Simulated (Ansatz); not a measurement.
ZnAu

Level of theory: DFT, PBE with spin–orbit coupling, two-component spinors; plane waves to 420 eV with PAW datasets (Ansatz 0.2.0), 10×10×10 k-mesh, Gaussian smearing of 0.05 eV; PAW files: Ansatz's generated set soft_2.

```yaml
crystal:
  lattice:
    - [3.17931, 0.00000, 0.00000]
    - [0.00000, 3.17931, 0.00000]
    - [0.00000, 0.00000, 3.17931]
  atoms:
    - { symbol: Zn, position: [0.50000, 0.50000, 0.50000] }
    - { symbol: Au, position: [0.00000, 0.00000, 0.00000] }
```

The chain of runs began from a cell as deposited in COD, expanded in volume.

The cell is relaxed to zero pressure at this level.

The cell has space group Pm-3m (read at 0.01 Å). In it the stress is 0.00, 0.00, 0.00, 0.00, 0.00, 0.00 GPa and the largest force component 0.000 eV/Å. Each change below starts from this cell, without further relaxation. Stress is in GPa, positive in compression, in the order xx, yy, zz, yz, xz, xy; energies are counted from the cell above and are free energies with the smearing's entropy, which match forces and stress in a metal.

Problem. What happens when atom 2 (Au) is moved by 0.08 Å along y?

Solution. The energy changes by 9.8 meV per cell, and the force on it along the shift is -0.246 eV/Å (−F/u = 3.07 eV/Å²). Stress: 0.41, 0.08, 0.41, 0.00, 0.00, 0.00.
```
atom  Fx (eV/Å)      Fy     Fz
 Zn1      0.000   0.246  0.000
 Au2      0.000  -0.246  0.000
```
In a harmonic crystal the energy would rise by −½F·u = ½ × 3.07 × 0.08² eV = 9.8 meV, which matches.

Problem. A single strain component, atoms carried along, gave the stress -1.44, -1.44, -0.62, 0.00, 0.00, 0.00. Which component, and about how large?

Solution. An engineering strain of 1 % in zz; the energy changes by 0.6 meV per cell. The relaxed cell is 4 % larger in volume than the cell of this structure in the Crystallography Open Database (15.48 Å³/atom, 1983).
